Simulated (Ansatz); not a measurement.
Phase order of Cl along its cold isotherm

All-electron LAPW in Ansatz 0.2.0 under PBE, scalar-relativistic, energies extrapolated to zero smearing. Each structure type was compressed from its own relaxed volume, symmetry kept and shape relaxed on PAW files, and E(V) was fitted to energies and pressures; H = E + pV has no temperature or zero-point term. Only these types were tried: distorted omega (P6/mmm, 8×8×11 mesh, 35.33 Å³/atom at rest); bcc (Im-3m, 17×17×17 mesh, 21.60 Å³/atom at rest); distorted hexagonal (P6/mmm, 14×14×13 mesh, 30.74 Å³/atom at rest); diamond (Fd-3m, 11×11×11 mesh, 34.03 Å³/atom at rest); distorted hcp (P6_3/mmc, 14×14×8 mesh, 22.93 Å³/atom at rest); fcc (Fm-3m, 15×15×15 mesh, 21.23 Å³/atom at rest). Spin polarisation is left out. Spin–orbit coupling is left out; Fermi–Dirac smearing is 0.05 to 0.1 eV. The element's standard state (Cl2 gas) isn't among the types. Enthalpies carry a few meV/atom of noise from meshes and fits.

Enthalpies against distorted hexagonal:

| p (GPa) | distorted omega (meV/atom) | bcc (meV/atom) | distorted hexagonal (meV/atom) | diamond (meV/atom) | distorted hcp (meV/atom) | fcc (meV/atom) |
| --- | --- | --- | --- | --- | --- | --- |
| 0 | 23 | 699 | 0 | 668 | 564 | 741 |
| 1.3 | 39 | 648 | 0 | 711 | 524 | 689 |
| 3.6 | 49 | 592 | 0 | 803 | 483 | 629 |
| 6.7 | 54 | 538 | 0 | 923 | 445 | 571 |
| 13 | 49 | 456 | 0 | 1146 | 388 | 482 |
| 22 | 28 | 366 | 0 | 1419 | 322 | 381 |
| 33 | -7 | 275 | 0 | 1700 | 248 | 276 |
| 42 | -39 | 209 | 0 | 1899 | 191 | 199 |

Task: What sequence of phases does this give?

Result: Among the types tried, distorted hexagonal is lowest at zero pressure; distorted omega takes over from distorted hexagonal near 31 GPa, with a volume step of -3.4 %.
